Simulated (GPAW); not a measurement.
## A GW chain in GPAW: ZnSe (F-43m)

Wanted: ground state, empty states, screening and self-energy for ZnSe (F-43m).

Calculated with GPAW 26.7.0; LDA and many-body steps on it, plane waves.

**What was measured.**

- Gap 2.695 ± 0.003 eV: excitonic gap from free-exciton PL, not corrected for exciton binding; photoluminescence; 300 K; bulk crystal (Bridgman-grown crystal, polished and etched) (“Alloy Disordering Effects on the Thermal Conductivity and Energy Gap Temperature Dependence of Cd1−xZnxSe Ternary Crystals Grown by the Bridgman Method”, 2023, pmc:10253836).

**1. Set-up**

Symmetry: F-43m, No. 216, cubic system. Conventional cell: a = 5.668 Å, b = 5.668 Å, c = 5.668 Å, α = 90.00°, β = 90.00°, γ = 90.00°. Zn has 4 Se at 2.45 Å nearest. Se has 4 Zn at 2.45 Å nearest. Farther neighbours and most contacts between anions are not listed.

The cell and positions come from the Crystallography Open Database and are kept as given unless a step says otherwise.

**2. Ground state**

This step: GPAW 26.7.0; DFT, LDA, plane waves, PAW.

The ground-state density comes first.

The input, run.py:

```python
import json
import numpy as np
from gpaw.mpi import world
from ase import Atoms
from gpaw import GPAW, PW, FermiDirac

atoms = Atoms(['Zn', 'Se'],
    cell=[[0.0000000000, 2.8338000000, 2.8338000000],
      [2.8338000000, 0.0000000000, 2.8338000000],
      [2.8338000000, 2.8338000000, 0.0000000000]],
    scaled_positions=[[0.0000000000, 0.0000000000, 0.0000000000],
      [0.2500000000, 0.2500000000, 0.2500000000]],
    pbc=(True, True, True))
calc = GPAW(mode=PW(600),
    xc='LDA',
    kpts={'size': (8, 8, 8), 'gamma': True},
    occupations=FermiDirac(0.001),
    nbands=-7,
    convergence={'density': 1e-6, 'bands': -3},
    maxiter=100,
    txt='gs.txt')
atoms.calc = calc
res = {'energy': atoms.get_potential_energy()}
kpts = calc.get_ibz_k_points()
res['kpts'] = kpts
res['eigenvalues'] = [calc.get_eigenvalues(kpt=k) for k in range(len(kpts))]
res['n_electrons'] = calc.get_number_of_electrons()
calc.write('gs.gpw')

if world.rank == 0:
    with open('result.json', 'w') as f:
        json.dump(res, f, default=lambda x: x.tolist())
```

Run with:

```console
> mpirun -n 8 gpaw python run.py
```

The program printed:

```text
__  _  _
 | _ |_)|_||  |
 |__||  | ||/\| - 26.7.0

Input parameters:
  mode=PW(ecut=600.0),
  convergence={'density': 1e-06, 'bands': -3},
  kpts=MonkhorstPack(size=(8, 8, 8), gamma=True),
  maxiter=100,
  nbands=-7,
  occupations=Occupations(name='fermi-dirac', width=0.001, fixmagmom=False),
  xc=XC(name='LDA')
  [... matrices ...]
Diagonalizing LCAO Hamiltonian
Converting LCAO to pw mode

           Se

       Zn

Atoms  # Å, Bohr magnetons
|   | symbol |        x |        y |        z |    initial magnetic moments |
| 0 |     Zn | 0.000000 | 0.000000 | 0.000000 | ( 0.0000,  0.0000,  0.0000) |
| 1 |     Se | 1.416900 | 1.416900 | 1.416900 | ( 0.0000,  0.0000,  0.0000) |

Unit cell  # Å
| periodic |        x |        y |        z |  lengths |    angles |
|      yes | 0.000000 | 2.833800 | 2.833800 | 4.007598 | 60.000000 |
|      yes | 2.833800 | 0.000000 | 2.833800 | 4.007598 | 60.000000 |
|      yes | 2.833800 | 2.833800 | 0.000000 | 4.007598 | 60.000000 |

Number of symmetries: 24
Symmetry operations  # r_c * U_cc + t_c -> r_c
|    | kind |            matrix            |
|  0 |  E   |  1, 0, 0,  0, 1, 0,  0, 0, 1 |
|  1 |  σ   |  1, 0, 0,  0, 0, 1,  0, 1, 0 |
|  2 |  σ   |  1, 0,-1,  0, 1,-1,  0, 0,-1 |
|  3 |  C3  |  1, 0,-1,  0, 0,-1,  0, 1,-1 |
|  4 |  C3  |  1,-1, 0,  0,-1, 1,  0,-1, 0 |
|  5 |  σ   |  1,-1, 0,  0,-1, 0,  0,-1, 1 |
|  6 |  σ   |  0, 1, 0,  1, 0, 0,  0, 0, 1 |
|  7 |  C3  |  0, 1, 0,  0, 0, 1,  1, 0, 0 |
|  8 |  C2  |  0, 1,-1,  1, 0,-1,  0, 0,-1 |
|  9 |  S4  |  0, 1,-1,  0, 0,-1,  1, 0,-1 |
| 10 |  C3  |  0, 0, 1,  1, 0, 0,  0, 1, 0 |
| 11 |  σ   |  0, 0, 1,  0, 1, 0,  1, 0, 0 |
| 12 |  S4  |  0, 0,-1,  1, 0,-1,  0, 1,-1 |
| 13 |  C3  |  0, 0,-1,  0, 1,-1,  1, 0,-1 |
| 14 |  S4  |  0,-1, 1,  1,-1, 0,  0,-1, 0 |
| 15 |  C2  |  0,-1, 1,  0,-1, 0,  1,-1, 0 |
| 16 |  C3  |  0,-1, 0,  1,-1, 0,  0,-1, 1 |
| 17 |  S4  |  0,-1, 0,  0,-1, 1,  1,-1, 0 |
| 18 |  S4  | -1, 1, 0, -1, 0, 1, -1, 0, 0 |
| 19 |  C3  | -1, 1, 0, -1, 0, 0, -1, 0, 1 |
| 20 |  C3  | -1, 0, 1, -1, 1, 0, -1, 0, 0 |
| 21 |  S4  | -1, 0, 1, -1, 0, 0, -1, 1, 0 |
| 22 |  σ   | -1, 0, 0, -1, 1, 0, -1, 0, 1 |
| 23 |  C2  | -1, 0, 0, -1, 0, 1, -1, 1, 0 |

BZ-sampling:
  Number of BZ points: 512
  Number of IBZ points: 29

  Monkhorst-Pack size: [8, 8, 8]
  Monkhorst-Pack shift: [0.0625, 0.0625, 0.0625]

K-points  # in reciprocal-cell coordinates
|     |                                coordinates |     weight |
|   0 | (  0.00000000,   0.00000000,   0.00000000) | 0.00195312 |
|   1 | (  0.12500000,   0.12500000,   0.00000000) | 0.01171875 |
|   2 | (  0.12500000,   0.12500000,   0.12500000) | 0.01562500 |
|   3 | (  0.25000000,   0.12500000,   0.12500000) | 0.02343750 |
|   4 | (  0.25000000,   0.25000000,   0.00000000) | 0.01171875 |
|   5 | (  0.25000000,   0.25000000,   0.12500000) | 0.04687500 |
|   6 | (  0.25000000,   0.25000000,   0.25000000) | 0.01562500 |
|   7 | (  0.37500000,   0.25000000,  -0.37500000) | 0.04687500 |
|   8 | (  0.37500000,   0.25000000,   0.12500000) | 0.04687500 |
|   9 | (  0.37500000,   0.25000000,   0.25000000) | 0.04687500 |
| ... |                                            |            |
|  28 | (  0.50000000,   0.50000000,   0.50000000) | 0.00781250 |

Plane wave coefficients: 1540
Cutoff: 600.0 eV

Spin-components: 1 (collinear spins)
Bands:           16
Projectors:      11
Spin-degeneracy: 2
Datatype:        complex128

  Storage: CPU
  Wave functions: 10_920_704 bytes (1_365_088 per core)
  Projectors: 15_015_968 bytes (1_876_996 per core)
  [... matrices ...]
Parallelization:
  kpt:    8
  domain: 1
  band:   1

Density:
  Valence electrons: 18.0
  Components: 1
  Grid points: [24 24 24]
  Charge: 0.0  # |e|

Potential:
  Grid points: [24 24 24]

species:
  Zn:
    name:    Zinc
    Z:       30.0
    valence: 12
    core:    18
    charge:  0.0  # [|e|]
    compensation charges:
      type: gauss
      rc: 0.37  # [Å]
      lmax: 2
    cutoffs:
      filter: 2.14  # [Å]
      core: 2.28  # [Å]
    projectors
    | kind |    occ | energy [eV] | rcut [Å] |
    |   4s |  2.000 |      -6.218 |    1.286 |
    |   4p |  0.000 |      -1.230 |    1.270 |
    |   3d | 10.000 |     -10.426 |    1.180 |
    |    s |        |      20.994 |    1.286 |
    |    p |        |      25.981 |    1.270 |
    |    d |        |      16.786 |    1.180 |

    Using partial waves for Zn as LCAO basis

  Se:
    name:    Selenium
    Z:       34.0
    valence: 6
    core:    28
    charge:  0.0  # [|e|]
    compensation charges:
      type: gauss
      rc: 0.27  # [Å]
      lmax: 2
    cutoffs:
      filter: 1.77  # [Å]
      core: 2.67  # [Å]
    projectors
    | kind |    occ | energy [eV] | rcut [Å] |
    |   4s |  2.000 |     -17.472 |    0.847 |
    |   4p |  4.000 |      -6.656 |    1.005 |
    |    s |        |       9.739 |    0.847 |
    |    p |        |      20.555 |    1.005 |
    |    d |        |       0.000 |    0.847 |

    Using partial waves for Se as LCAO basis

Reference energy: -114805.075344  # eV

eigensolver:
  PPCG
  Converge bands: -3
  niter=2

density mixing:
  MSR1-Mixer
  Pratt-step length: 0.05
  Maximum mixing coefficient: 0.75
  Old densities: 10
  SVD Regularization: 0.005
  Good broyden scale: 1.0
  Trust region scale: 1.0
  Backstep threshold: 4.0
  History deletion threshold: 6.0
  Fourier metric: weight=20.0, sigma=0.015

occupation numbers:
  Fermi-Dirac:
    width: 0.0010  # eV

poisson solver:
  ecut: 4800.0  # eV

xc functional:
  name: None

Initialization done in: 2.309 s

convergence criteria:
- Maximum integral of absolute [dens]ity change: 1e-06 electrons / valence electron
- Maximum [total energy] change in last 3 cyles: 0.0005 eV / valence electron
- Maximum integral of absolute [eigenst]ate change: 4e-08 eV^2 / valence electron
maximum number of iterations: 100

SCF iterations
|iter     |     time |      energy | eigst |  dens |
|iter:   1|  |   -7.696252 | +1.38 |       |
|iter:   2|  |   -7.638749 | -1.20 | -1.26 |
|iter:   3|  |   -7.449416 | -1.43 | -1.31 |
|iter:   4|  |   -7.444954 | -2.60 | -1.85 |
|iter:   5|  |   -7.445086c| -4.10 | -2.36 |
|iter:   6|  |   -7.445063c| -4.72 | -3.20 |
|iter:   7|  |   -7.445069c| -5.94 | -3.65 |
|iter:   8|  |   -7.445070c| -6.95 | -4.14 |
|iter:   9|  |   -7.445070c| -7.83c| -5.43 |
|iter:  10|  |   -7.445070c| -7.74c| -5.74 |
|iter:  11|  |   -7.445070c| -8.89c| -6.66c|

Converged in 11 steps
SCF loop duration: 2.157 s (0.196 s/step)
Energy contributions relative to reference atoms: (reference = -114805.075344)
  [... matrices ...]
Energy contributions:
  Kinetic:           9.769458
  Coulomb:          -8.366535
  Zero:             -0.024500
  External:          0.000000
  Xc:               -8.823493
  Entropy:          -0.000000
  Spinorbit:         0.000000
  ----------------------------
  Free energy:      -7.445070
  Extrapolated:     -7.445070

dipole moment: (-14.474423, -14.474423, -14.474423)  # |e|*Ang

Fermi level: 3.941
Eigenvalues  # (at kpt = [0.000, 0.000, 0.000])
| band index |      eig [eV] | occ [0-2] |
|          0 |        -9.758 |     2.000 |
|          1 |        -3.076 |     2.000 |
|          2 |        -3.076 |     2.000 |
|          3 |        -3.076 |     2.000 |
|          4 |        -2.717 |     2.000 |
|          5 |        -2.717 |     2.000 |
|          6 |         3.551 |     2.000 |
|          7 |         3.551 |     2.000 |
|          8 |         3.551 |     2.000 |
|          9 |         4.595 |     0.000 |
|         10 |         9.268 |     0.000 |
|         11 |         9.268 |     0.000 |
|         12 |         9.268 |     0.000 |
|         13 |        13.210 |     0.000 |
|         14 |        15.052 |     0.000 |
|         15 |        15.052 |     0.000 |

Gap: 1.045 eV
Transition (v -> c):
  (s=0, k=0, n=8, [0.00, 0.00, 0.00]) -> (s=0, k=0, n=9, [0.00, 0.00, 0.00])
No difference between direct/indirect transitions
# Writing to gs.gpw (mode='')
  [... matrices ...]
```

Wall time 7.3 s (8 MPI ranks of AMD EPYC 7R43, shared host); peak memory 1.3 GiB.

Numbers from this step:

```yaml
total_energy: -7.445 eV
gap: 1.045 eV
k_of_the_valence_top: 0, 0, 0
k_of_the_conduction_bottom: 0, 0, 0
least_direct_gap: 1.045 eV
```

The gap is direct, at Γ.

**3. Bands along the symmetry lines**

Levels along a band path, at the cheap level, show where the edges lie and whether the meshes to come will hold them.

The input, run.py:

```python
import json
import numpy as np
from gpaw.mpi import world
from gpaw import GPAW

path = [[0.000000, 0.000000, 0.000000],
    [-0.062500, -0.062500, 0.000000],
    [-0.125000, -0.125000, 0.000000],
    [-0.187500, -0.187500, 0.000000],
    [-0.250000, -0.250000, 0.000000],
    [-0.312500, -0.312500, 0.000000],
    [-0.375000, -0.375000, 0.000000],
    [-0.437500, -0.437500, 0.000000],
    [-0.500000, -0.500000, 0.000000],
    [-0.484375, -0.484375, 0.031250],
    [-0.468750, -0.468750, 0.062500],
    [-0.453125, -0.453125, 0.093750],
    [-0.437500, -0.437500, 0.125000],
    [-0.421875, -0.421875, 0.156250],
    [-0.406250, -0.406250, 0.187500],
    [-0.390625, -0.390625, 0.218750],
    [-0.375000, -0.375000, 0.250000],
    [-0.375000, 0.000000, 0.375000],
    [-0.328125, 0.000000, 0.328125],
    [-0.281250, 0.000000, 0.281250],
    [-0.234375, 0.000000, 0.234375],
    [-0.187500, 0.000000, 0.187500],
    [-0.140625, 0.000000, 0.140625],
    [-0.093750, 0.000000, 0.093750],
    [-0.046875, 0.000000, 0.046875],
    [0.000000, 0.000000, 0.000000],
    [0.000000, 0.000000, 0.062500],
    [0.000000, 0.000000, 0.125000],
    [0.000000, 0.000000, 0.187500],
    [0.000000, 0.000000, 0.250000],
    [0.000000, 0.000000, 0.312500],
    [0.000000, 0.000000, 0.375000],
    [0.000000, 0.000000, 0.437500],
    [0.000000, 0.000000, 0.500000],
    [-0.062500, -0.031250, 0.468750],
    [-0.125000, -0.062500, 0.437500],
    [-0.187500, -0.093750, 0.406250],
    [-0.250000, -0.125000, 0.375000],
    [-0.312500, -0.156250, 0.343750],
    [-0.375000, -0.187500, 0.312500],
    [-0.437500, -0.218750, 0.281250],
    [-0.500000, -0.250000, 0.250000],
    [-0.500000, -0.281250, 0.218750],
    [-0.500000, -0.312500, 0.187500],
    [-0.500000, -0.343750, 0.156250],
    [-0.500000, -0.375000, 0.125000],
    [-0.500000, -0.406250, 0.093750],
    [-0.500000, -0.437500, 0.062500],
    [-0.500000, -0.468750, 0.031250],
    [-0.500000, -0.500000, 0.000000]]
calc = GPAW('gs.gpw').fixed_density(kpts=path,
    symmetry='off',
    nbands=19,
    convergence={'bands': 15},
    txt='bands.txt')
res = {}
kpts = calc.get_ibz_k_points()
res['kpts'] = kpts
res['eigenvalues'] = [calc.get_eigenvalues(kpt=k) for k in range(len(kpts))]
res['n_electrons'] = calc.get_number_of_electrons()

if world.rank == 0:
    with open('result.json', 'w') as f:
        json.dump(res, f, default=lambda x: x.tolist())
```

Run with:

```console
> mpirun -n 8 gpaw python run.py
```

The program printed:

```text
Diagonalizing LCAO Hamiltonian
Converting LCAO to pw mode
convergence criteria:
- Maximum integral of absolute [eigenst]ate change: 4e-08 eV^2 / valence electron
maximum number of iterations: 100

SCF iterations
|iter     |     time |      energy | eigst |  dens |
|iter:   1|  |             | +2.05 |       |
|iter:   2|  |             | +0.41 |       |
|iter:   3|  |             | +0.13 |       |
[...]
|iter:   9|  |             | -6.26 |       |
|iter:  10|  |             | -7.37 |       |
|iter:  11|  |             | -7.81c|       |
SCF steps: 11
  __  _  _
 | _ |_)|_||  |
 |__||  | ||/\| - 26.7.0

Input parameters:
  mode=PW(ecut=600.0),
  convergence={'bands': 15},
  gpts=array([24, 24, 24]),
  kpts=KPoints(kpts=array([[ 0.      ,  0.      ,  0.      ],
         [-0.0625  , -0.0625  ,  0.      ],
         [-0.125   , -0.125   ,  0.      ],
         [-0.1875  , -0.1875  ,  0.      ],
[...]
[-0.484375, -0.484375,  0.03125 ],
[...]
[-0.453125, -0.453125,  0.09375 ],
[...]
[-0.421875, -0.421875,  0.15625 ],
[...]
[-0.390625, -0.390625,  0.21875 ],
[...]
[-0.328125,  0.      ,  0.328125],
[...]
[-0.234375,  0.      ,  0.234375],
[...]
[-0.140625,  0.      ,  0.140625],
[...]
[-0.046875,  0.      ,  0.046875],
         [ 0.      ,  0.      ,  0.      ],
         [ 0.      ,  0.      ,  0.0625  ],
         [ 0.      ,  0.      ,  0.125   ],
[...]
[ 0.      ,  0.      ,  0.4375  ],
         [ 0.      ,  0.      ,  0.5     ],
[...]
[-0.5     , -0.4375  ,  0.0625  ],
         [-0.5     , -0.46875 ,  0.03125 ],
         [-0.5     , -0.5     ,  0.      ]])),
  maxiter=100,
  nbands=19,
  occupations=Occupations(name='fermi-dirac', width=0.001, fixmagmom=False),
  parallel={},
  symmetry=Symmetry(point_group=False, time_reversal=False),
  xc=XC(name='LDA')
  [... matrices ...]
timing:  # [seconds]
  Total: 0.083  # ━━━━━━━━━━━━━━━━━━━━━━━━━━━━━━━━━━━━━━━━━━━━━━━━━━━━━━━━━━━
```

The job ended after 8.5 s (8 MPI ranks; peak memory 1.4 GiB).

This step gave:

| Quantity | Value |
| --- | --- |
| gap | 1.045 eV |
| k of the valence top | 0, 0, 0 |
| k of the conduction bottom | 0, 0, 0 |
| least direct gap | 1.045 eV |

The gap is 1.045 eV, as in the run before at this level.

The electronic bands at the labelled points (eV, zero at the top of the highest filled band):

```
    point  band 6  band 7  band 8  band 9  band 10  band 11  band 12  band 13
        Γ   -6.27    0.00    0.00    0.00     1.04     5.72     5.72     5.72
  halfway   -6.24   -2.95   -1.26   -1.26     3.80     3.85     7.93     7.93
        X   -6.09   -4.82   -2.20   -2.20     2.82     3.33    10.50    11.09
  halfway   -6.05   -4.80   -2.59   -2.10     3.09     3.93     9.78    10.38
        U   -6.00   -4.78   -3.13   -1.81     3.43     5.48     8.88     9.18
jump to K   -6.00   -4.78   -3.13   -1.81     3.43     5.48     8.88     9.18
  halfway   -6.25   -3.40   -1.77   -0.50     3.64     5.81     6.53     6.60
        Γ   -6.27    0.00    0.00    0.00     1.04     5.72     5.72     5.72
  halfway   -6.27   -3.11   -0.48   -0.48     2.57     6.35     6.35     6.41
        L   -6.11   -5.29   -0.87   -0.87     2.36     6.30     6.30     8.35
  halfway   -6.05   -4.95   -2.45   -1.48     4.09     5.41     7.30     8.53
        W   -5.96   -4.75   -2.80   -2.70     5.35     5.45     6.82     7.57
  halfway   -6.02   -4.79   -2.51   -2.46     3.72     4.17     9.08     9.15
        X   -6.09   -4.82   -2.20   -2.20     2.82     3.33    10.50    11.09
```

**4. Empty states on the mesh, 4×4×4 mesh, 199 bands**

The sums over transitions need many empty states on a uniform mesh; this step solves for them.

The input, run.py:

```python
import json
import numpy as np
from gpaw.mpi import world
from gpaw import GPAW

calc = GPAW('gs.gpw').fixed_density(kpts={'size': (4, 4, 4), 'gamma': True},
    parallel={'domain': 1, 'band': 1},
    txt='nscf.txt')
calc.diagonalize_full_hamiltonian(nbands=199)
calc.write('full.gpw', mode='all')
res = {}
kpts = calc.get_ibz_k_points()
res['kpts'] = kpts
res['eigenvalues'] = [calc.get_eigenvalues(kpt=k) for k in range(len(kpts))]
res['n_electrons'] = calc.get_number_of_electrons()

if world.rank == 0:
    with open('result.json', 'w') as f:
        json.dump(res, f, default=lambda x: x.tolist())
```

Run with:

```console
> mpirun -n 8 gpaw python run.py
```

The program printed:

```text
Diagonalizing LCAO Hamiltonian
Converting LCAO to pw mode
convergence criteria:
- Maximum integral of absolute [eigenst]ate change: 4e-08 eV^2 / valence electron
maximum number of iterations: 100

SCF iterations
|iter     |     time |      energy | eigst |  dens |
|iter:   1|  |             | +1.47 |       |
|iter:   2|  |             | -0.27 |       |
|iter:   3|  |             | -1.02 |       |
[...]
|iter:   8|  |             | -6.33 |       |
|iter:   9|  |             | -6.92 |       |
|iter:  10|  |             | -7.92c|       |
SCF steps: 10
  __  _  _
 | _ |_)|_||  |
 |__||  | ||/\| - 26.7.0

Input parameters:
  mode=PW(ecut=600.0),
  convergence={'density': 1e-06, 'bands': -3},
  gpts=array([24, 24, 24]),
  kpts=MonkhorstPack(size=(4, 4, 4), gamma=True),
  maxiter=100,
  nbands=16,
  occupations=Occupations(name='fermi-dirac', width=0.001, fixmagmom=False),
  parallel={'domain': 1, 'band': 1},
  xc=XC(name='LDA')
Matrix size: 1471x1471
# Writing to full.gpw (mode='all')
  [... matrices ...]

timing:  # [seconds]
  Total: 2.952  # ━━━━━━━━━━━━━━━━━━━━━━━━━━━━━━━━━━━━━━━━━━━━━━━━━━━━━━━━━━━
```

It took 8.3 s on 8 MPI ranks; peak memory 2.5 GiB.

This step gave:

```yaml
gap: 1.045 eV
k_of_the_valence_top: 0, 0, 0
k_of_the_conduction_bottom: 0, 0, 0
least_direct_gap: 1.045 eV
k_points_computed: 8
lowest_point_of_the_top_converged_band_above_the_valence_top: 138.8352 eV
```

On this mesh the gap is 1.045 eV.

(Part 1 of 2 ends here.)

[Paths, hosts, dates, memory and timing lines, banners, echoed tables and standing remarks are left out of the program output.]

[Logs are printed without paths, hosts, clocks, repeated set-up lines and the standing remarks that a program may print on its own settings, such as how far it seeks lower states.]

[Runs of the session that timed out or met a known fault of the program may be left out.]

[Hosts, paths, dates, database ids (printed as entryN), source tags and the programs' standing remarks are cut or masked in the printed files.]
